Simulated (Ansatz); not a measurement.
The system is AlNi.

```
Ni Al
1.0
     2.88100    0.00000    0.00000
     0.00000    2.88100    0.00000
     0.00000    0.00000    2.88100
Ni Al
1 1
Cartesian
  1.4405 1.4405 1.4405
  0.0000 0.0000 0.0000
```

- Program: Ansatz 0.2.0
- Task: relaxation of cell and atoms
- Functional: revPBE
- Dispersion: D4
- Potentials or basis: Ansatz PAW
- Cutoff: 420 eV (not typed: the program's choice for these potentials)
- k mesh: 9 × 9 × 9
- Occupations: fermi-dirac, width 0.05 eV
- Spin: collinear spin, ferromagnetic start
- Starting moments: [1.0, 0.0] μB

At the start: volume 11.96 Å³/atom.

Task: Where does the relaxation end?

Result: It ends after 5 steps and the volume is 11.60 Å³/atom (-3.0 %); space group Pm-3m (No. 221, to 0.05 Å); moment 0.00 μB per cell.

Step by step:
```tsv
step	energy change (eV)	largest force (eV/Å)	volume (Å³)
1	0.0000	0.0000	23.91
2	-0.0094	0.0000	23.49
3	-0.0113	0.0000	23.19
4	-0.0113	0.0000	23.21
5	-0.0110	0.0000	23.21
```

Final structure:
```yaml
crystal:
  lattice:
    - [2.85238, 0.00000, 0.00000]
    - [0.00000, 2.85238, 0.00000]
    - [0.00000, 0.00000, 2.85238]
  atoms:
    - { symbol: Ni, position: [0.50000, 0.50000, 0.50000] }
    - { symbol: Al, position: [0.00000, 0.00000, 0.00000] }
```

Caveat: the plane-wave basis is chosen anew once the cell has moved, so the energies of steps on either side of that aren't comparable; the PAW data sets come from PBE, with cores solved anew for the run's functional, which leaves a small shift of forces and pressure; the starting moments weren't kept.
